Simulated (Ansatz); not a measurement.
MnS under changes of volume

One of the cells (17.667 Å³/atom); the others are scaled copies at fixed shape and fractional positions:

```
CELL_PARAMETERS angstrom
0.00000 2.60450 2.60450
2.60450 0.00000 2.60450
2.60450 2.60450 0.00000
ATOMIC_POSITIONS crystal
Mn 0.00000 0.00000 0.00000
S 0.50000 0.50000 0.50000
```

```yaml
Program: Ansatz 0.2.0
Functional: PBEsol
Potentials_or_basis: all-electron LAPW, scalar-relativistic
Cutoff: 235 eV (chosen from the basis error)
Basis_error_allowed: 0.0005 eV/atom
k_mesh: 9 × 9 × 9
Occupations: fermi-dirac, width 0.05 eV
Spin: collinear spin, ferromagnetic start
Starting_moments: "[4.0, 0.0] μB"
```

```tsv
volume (Å³/atom)	energy over the lowest point (meV/atom)	pressure (GPa)	moment (μB per cell)
16.607	0.00	-4.8	4.50
16.961	11.13	-5.5	4.58
17.314	24.00	-6.4	4.64
17.667	38.86	-7.3	4.69
18.021	55.68	-8.1	4.73
18.374	74.16	-8.8	4.77
18.727	?	?	?
```

Task: What does the run at 18.727 Å³/atom give?

Result: Energy over the lowest point 94.19 meV/atom; pressure -9.5 GPa; moment 4.81 μB per cell.

Worked out: A Birch-Murnaghan fit of order 3 (a polynomial in V^(-2/3)) to the other rows has no minimum within the range. It gives 94.48 meV/atom at 18.727 Å³/atom, against the run's 94.19, and -dE/dV = -9.6 GPa, against -9.5. A parabola through the other rows of the moment, of slope 0.0506 μB per Å³/atom there, extrapolates to 4.79 μB, against the run's 4.81.

Energies are extrapolated to zero smearing.

Caveats: a cell with one magnetic atom can't hold antiferromagnetic order, which such compounds often take.
